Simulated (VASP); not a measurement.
**CuO: band structure with PBE**

The system is CuO.

```
CELL_PARAMETERS angstrom
2.83633 0.00000 0.00000
-1.41816 2.45633 0.00000
0.00000 0.00000 2.76811
ATOMIC_POSITIONS crystal
Cu 0.00000 0.00000 0.00000
O 0.66667 0.33333 0.50000
```

Measurements of this composition are mostly on another form, of space group No. 15.

```
Program                : VASP 6.6.1
Task                   : band structure
Functional             : PBE
Potentials or basis    : VASP PAW PBE potentials, release 64 (Cu, O_s)
Cutoff                 : 400 eV
k mesh                 : 11 × 11 × 10
Occupations            : fermi-dirac, width 0.05 eV
Spin                   : no spin polarisation
Further INCAR settings : ALGO = Normal; EDIFF = 1e-06; NBANDS = 16
```

```yaml
Pressure: -0.8 GPa
Band_gap_along_the_path: none (metal or under the smearing width)
```

Stress tensor (GPa, compression positive):
```
 2.62  0.00  0.00
 0.00  2.62  0.00
 0.00  0.00 -7.69
```

Levels at the corners of the path, in eV from the Fermi level:
| point | band 4 | band 5 | band 6 | band 7 | band 8 | band 9 | band 10 | band 11 | band 12 | band 13 |
| --- | --- | --- | --- | --- | --- | --- | --- | --- | --- | --- |
| Γ | -3.20 | -2.59 | -1.73 | -1.73 | -0.13 | -0.13 | 1.10 | 15.21 | 16.71 | 16.71 |
| M | -2.93 | -2.84 | -1.85 | -1.28 | -1.21 | 0.28 | 5.99 | 8.82 | 15.39 | 17.21 |
| M | -2.93 | -2.84 | -1.85 | -1.28 | -1.21 | 0.28 | 5.99 | 8.82 | 15.39 | 17.21 |
| K | -3.91 | -2.08 | -1.91 | -1.65 | -1.64 | 0.55 | 8.86 | 9.56 | 10.34 | 18.71 |
| K | -3.91 | -2.08 | -1.91 | -1.65 | -1.64 | 0.55 | 8.86 | 9.56 | 10.34 | 18.71 |
| Γ | -3.20 | -2.59 | -1.73 | -1.73 | -0.13 | -0.13 | 1.10 | 15.21 | 16.71 | 16.71 |
| Γ | -3.20 | -2.59 | -1.73 | -1.73 | -0.13 | -0.13 | 1.10 | 15.21 | 16.71 | 16.71 |
| A | -3.18 | -2.20 | -2.20 | -1.51 | -0.18 | -0.18 | 7.16 | 7.65 | 21.07 | 21.07 |
| A | -3.18 | -2.20 | -2.20 | -1.51 | -0.18 | -0.18 | 7.16 | 7.65 | 21.07 | 21.07 |
| L | -4.23 | -1.88 | -1.41 | -1.36 | -1.17 | 0.55 | 5.14 | 11.47 | 11.49 | 14.46 |
| L | -4.23 | -1.88 | -1.41 | -1.36 | -1.17 | 0.55 | 5.14 | 11.47 | 11.49 | 14.46 |
| H | -4.18 | -2.12 | -1.62 | -1.49 | -0.48 | 0.50 | 6.19 | 7.49 | 12.68 | 14.86 |
| H | -4.18 | -2.12 | -1.62 | -1.49 | -0.48 | 0.50 | 6.19 | 7.49 | 12.68 | 14.86 |
| A | -3.18 | -2.20 | -2.20 | -1.51 | -0.18 | -0.18 | 7.16 | 7.65 | 21.07 | 21.07 |
| L | -4.23 | -1.88 | -1.41 | -1.36 | -1.17 | 0.55 | 5.14 | 11.47 | 11.49 | 14.46 |
| M | -2.93 | -2.84 | -1.85 | -1.28 | -1.21 | 0.28 | 5.99 | 8.82 | 15.39 | 17.21 |
| K | -3.91 | -2.08 | -1.91 | -1.65 | -1.64 | 0.55 | 8.86 | 9.56 | 10.34 | 18.71 |
| H | -4.18 | -2.12 | -1.62 | -1.49 | -0.48 | 0.50 | 6.19 | 7.49 | 12.68 | 14.86 |

It took 14 s on 1 thread of Intel(R) Xeon(R) 6975P-C (Granite Rapids) (shared host), peak memory 0.14 GiB.

Caveat: an odd number of electrons without spin polarisation forces a metal; a magnetic or distorted state may lie lower; the run has no spin polarisation, though such a crystal can be magnetic; semilocal functionals often make such compounds metallic where correlation or magnetic order opens a gap, which also shifts bond lengths.
